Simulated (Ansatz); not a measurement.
fcc against bcc along groups 8 to 10

Level of theory: DFT, LDA (PW92), plane waves (420 eV) with PAW, scalar-relativistic (Ansatz). (PAW data from PBE, frozen cores regenerated.)

Each structure is relaxed within its symmetry, in the lowest magnetic state of the tried starts. Differences under about 8 meV lie within the error of the k-point mesh.

```tsv
element	E(fcc) − E(bcc) (meV/atom)	V(fcc) (Å³/atom)	V(bcc) (Å³/atom)	state of fcc	state of bcc
Fe	-73	9.60	10.39	non-magnetic	ferromagnetic
Ru	-558	13.16	13.51	spin not included	spin not included
Os	-793	13.76	14.15	spin not included	spin not included
Co	-120	10.07	10.21	ferromagnetic	ferromagnetic
Ir	?	?	?	?	?
Pd	-62	14.18	14.28	spin not included	spin not included
Pt	-115	14.77	14.94	spin not included	spin not included
```

Problem. Fill in the row of Ir.

Solution. E(fcc) − E(bcc) (meV/atom): -699; V(fcc) (Å³/atom): 13.84; V(bcc) (Å³/atom): 14.34; state of fcc: non-magnetic; state of bcc: spin not included.
